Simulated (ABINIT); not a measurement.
HfN:

```
Hf N
1.0
     0.00000    2.25600    2.25600
     2.25600    0.00000    2.25600
     2.25600    2.25600    0.00000
Hf N
1 1
Direct
  0.00000 0.00000 0.00000
  0.50000 0.50000 0.50000
```

Base run:

```yaml
Program: ABINIT 10.8.3 (patched build)
Functional: PBE
Potentials_or_basis: JTH PAW PBE v2.0
Cutoff: 707 eV
k_mesh: 10 × 10 × 10
Occupations: fermi-dirac, width 0.05 eV
Spin: no spin polarisation
```

Its results: band gap on the k mesh none (metal or under the smearing width); pressure 4.9 GPa.

Task: After a change of settings the same cell gave: band gap on the k mesh none (metal or under the smearing width); pressure 6.8 GPa. Which change was it?
A. functional from PBE to BP86; spin from no spin polarisation to spin-orbit coupling, no magnetisation
B. potentials or basis from JTH PAW PBE v2.0 to SG15 NC PBE v1.2; cutoff from 707 eV to 1143 eV; valence electrons from 17 to 31
C. functional from PBE to rPW86PBE
D. functional from PBE to PBEsol; k mesh from 10 × 10 × 10 to 6 × 6 × 6

Result: B.

Caveats: spin-orbit coupling is left out, which moves the levels of the heavy elements (some runs).
